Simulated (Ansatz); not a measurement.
# TiAl: response to a stretch of c alone

Aim: apply a stretch of c alone to TiAl from -4.5 to +4.5 %, where the rest of the cell is held and the atoms relax, and follow energy, stress and any gap.

Method: DFT PBEsol, scalar-relativistic, plane waves, PAW, in Ansatz 0.2.0.

2 further runs of the same task are left out: 2 set aside as unsound or not needed.

**1. The structure to begin with**

The structure is tetragonal, space group P4/mmm (No. 123). The conventional cell has a = 2.795 Å, b = 2.795 Å, c = 4.041 Å, α = 90.00°, β = 90.00°, γ = 90.00°. Ti (site symmetry 4/mmm) has 4 Ti at 2.79 Å and 8 Al at 2.83 Å as nearest neighbours. Al (site symmetry 4/mmm) is surrounded by 4 Al at 2.79 Å and 8 Ti at 2.83 Å.

As a file:

```cif
data_structure
_symmetry_space_group_name_H-M 'P4/mmm'
_symmetry_Int_Tables_number 123
_cell_length_a 2.7946
_cell_length_b 2.7946
_cell_length_c 4.0411
_cell_angle_alpha 90.000
_cell_angle_beta 90.000
_cell_angle_gamma 90.000
_cell_volume 31.56
loop_
_atom_site_label
_atom_site_type_symbol
_atom_site_symmetry_multiplicity
_atom_site_Wyckoff_symbol
_atom_site_fract_x
_atom_site_fract_y
_atom_site_fract_z
_atom_site_occupancy
Ti1 Ti 1 d 0.50000 0.50000 0.50000 1
Al1 Al 1 a 0.00000 0.00000 0.00000 1
```

It goes back to an entry of the Materials Project, which need not be the stable form.

It is the result of an earlier relaxation at this level (volume 15.78 Å³/atom; gap on the mesh: none (metal)).

**2. Zero strain**

input.yaml reads:

```yaml
crystal:
  lattice:
    - [2.7946360629, 0.0, 0.0]
    - [0.0, 2.7946360629, 0.0]
    - [0.0, 0.0, 4.0411371641]
  atoms:
    - { symbol: Ti, position: [0.5, 0.5, 0.5] }
    - { symbol: Al, position: [0.0, 0.0, 0.0] }
basis:
  ecutwfc: 420
kpoints:
  mp_grid: { grid: [16, 16, 10] }
hamiltonian:
  xc: pbesol
scf:
  occupations: { method: gaussian, width: 0.1 }
output:
  forces: true
  stress: true
  eigenvalues: true
```

Further runs follow: At -1.5 %; the cell strained by +1.5 %; At -3.0 %; the cell strained by +3.0 %; At -4.5 %; strain +4.5 %.

Q: Predict the outcome of this session. Wanted: (1/V) d²E/dε² at zero strain, cubic fit.

**Answer**, as computed:

```
                               quantity                    value
                    largest energy cost  17.8 meV/atom at +4.5 %
(1/V) d²E/dε² at zero strain, cubic fit                  174 GPa
```

What this shows: From the curvature follows the elastic constant along c at held a and b: 174 GPa. On this cell's mesh the unstrained reference holds a stress of up to 0.22 GPa.
